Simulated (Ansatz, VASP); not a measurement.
Two plane-wave programs on Ni

```
Ni
1.0
     0.00000    1.73095    1.73095
     1.73095    0.00000    1.73095
     1.73095    1.73095    0.00000
Ni
1
Cartesian
  0.0000 0.0000 0.0000
```

Alike in both runs: functional PBEsol; k mesh 18 × 18 × 18; occupations methfessel-paxton of order 1, width 0.1 eV; collinear spin.

Ansatz relaxed the structure, and its values are those at the end. VASP's run is a single point on that final structure, the one shown.

|  | VASP | Ansatz |
| --- | --- | --- |
| version | VASP 6.6.1 | Ansatz 0.2.0 |
| potentials or method | VASP PAW PBE potentials, release 64 (Ni) | scalar-relativistic, plane waves, PAW |
| plane-wave cutoff (eV) | 520 | 420 |
| valence electrons in the cell | 10 | 18 |

|  | VASP | Ansatz | Ansatz less VASP |
| --- | --- | --- | --- |
| gap on the k mesh at the Fermi level (eV) | none | none | - |
| pressure (GPa) | -0.1 | 0.0 | +0.07 |
| net moment per atom (μB) | 0.61 | 0.62 | +0.005 |
| size of the moment on the site where the two differ most (μB) | 0.62 | 0.65 | +0.033 |

Site moments also hang on the region over which each program counts them. A gap of «none» marks a metal or a gap that the smearing closes. The two sets of potentials don't hold the same shells in valence.

Caveats: the PAW data sets were made with another functional, which shifts forces and pressure a little (VASP).
